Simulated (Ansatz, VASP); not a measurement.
This is a calculation of HfC for VASP 6.6.1. 

INCAR

```
SYSTEM = HfC
ALGO = Normal
EDIFF = 1E-7
EDIFFG = -0.02
ENCUT = 600
GGA = PE
IBRION = 2
ISIF = 3
ISMEAR = -1
IVDW = 13
LASPH = .True.
LCHARG = .False.
LREAL = .False.
LWAVE = .False.
NELM = 60
NSW = 60
PREC = Accurate
SIGMA = 0.05
```

KPOINTS

```
k-points
0
Gamma
  10 10 10
  0 0 0
```

The input POSCAR:

```
HfC
1.0
    0.0000000000      2.3250000000      2.3250000000
    2.3250000000      0.0000000000      2.3250000000
    2.3250000000      2.3250000000      0.0000000000
Hf C
1 1
Direct
    0.5000000000      0.5000000000      0.5000000000
    0.0000000000      0.0000000000      0.0000000000
```

Potentials or basis: VASP PAW PBE potentials, release 64 (Hf_pv, C).

The run is started by

```console
$ cat potpaw_PBE.64/Hf_pv/POTCAR potpaw_PBE.64/C/POTCAR > POTCAR
$ mpirun -np 1 vasp_std > vasp.out
```

Question: Set up the same calculation for Ansatz 0.2.0. Potentials or basis there: Ansatz PAW, cutoff 420 eV.

Answer: As run (cutoffs and basis follow the program's own potentials, and thresholds, step limits or extra output files can differ):

input.yaml

```yaml
crystal:
  lattice:
    - [0.0, 2.325, 2.325]
    - [2.325, 0.0, 2.325]
    - [2.325, 2.325, 0.0]
  atoms:
    - { symbol: Hf, position: [0.5, 0.5, 0.5] }
    - { symbol: C, position: [0.0, 0.0, 0.0] }
hamiltonian:
  xc: pbe
  pseudopotentials: { kind: paw }
  dispersion: d4
kpoints:
  mp_grid: { grid: [10, 10, 10] }
scf:
  occupations: { method: fermi_dirac, width: 0.05 }
output:
  forces: true
  stress: true
relax:
  f_tol: 0.01
  max_steps: 40
  cell: { stress_tol: 0.05 }
```

Potentials or basis: Ansatz PAW.

Run with:

```console
$ ansatz run input.yaml --threads 2 --pin off --max-ram 5632MiB --backend cpu --events-out ev --progress --plain --runs-dir out
```

Both were run:

|  | VASP | Ansatz |
| --- | --- | --- |
| Relaxed volume | 12.36 Å³/atom | 12.39 Å³/atom |
| Relaxed cell | a = 3.270 Å, b = 3.270 Å, c = 3.270 Å, α = 60.00°, β = 60.00°, γ = 60.00° | a = 3.273 Å, b = 3.273 Å, c = 3.273 Å, α = 60.00°, β = 60.00°, γ = 60.00° |
| Space group after relaxing | Fm-3m (No. 225) | Fm-3m (No. 225) |
| Pressure after relaxing | 0.0 GPa | 0.0 GPa |

Ansatz's pressure holds a Pulay term of +0.25 GPa for its cutoff of 420 eV, which the other run lacks.

The potentials hold 14 and 30 valence electrons a cell.

Where Ansatz's input types no cutoff or centring, it takes its own default and a Γ-centred mesh.

Pressure is positive in compression.
